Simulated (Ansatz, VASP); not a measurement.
# Two plane-wave programs on Hf

```xyz
2
Lattice="3.3746 0.0000 0.0000 -1.6873 2.9225 0.0000 0.0000 0.0000 4.5385" Properties=species:S:1:pos:R:3 pbc="T T T"
Hf    0.0000    1.9484    1.1346
Hf    1.6873    0.9742    3.4038
```

Alike in both runs: task single point; functional PBEsol; k mesh 18 × 18 × 10; occupations gaussian, width 0.15 eV; no spin polarisation.

```csv
,VASP,Ansatz
version,VASP 6.6.1,Ansatz 0.2.0
potentials or method,"VASP PAW PBE potentials, release 64 (Hf_pv)","scalar-relativistic, plane waves, PAW"
plane-wave cutoff (eV),520,420
valence electrons in the cell,20,52
```

|  | VASP | Ansatz | Ansatz less VASP |
| --- | --- | --- | --- |
| gap on the k mesh at the Fermi level (eV) | none | none | - |
| pressure (GPa) | -2.7 | -2.3 | +0.44 |
| largest component of the traceless stress (GPa) | 10.83 | 10.84 | +0.012 |

A gap of «none» marks a metal or a gap that the smearing closes. The two sets of potentials don't hold the same shells in valence.

Caveats: the PAW data sets were made with another functional, which shifts forces and pressure a little (VASP). Spin-orbit coupling is left out, which matters for the levels of Hf.
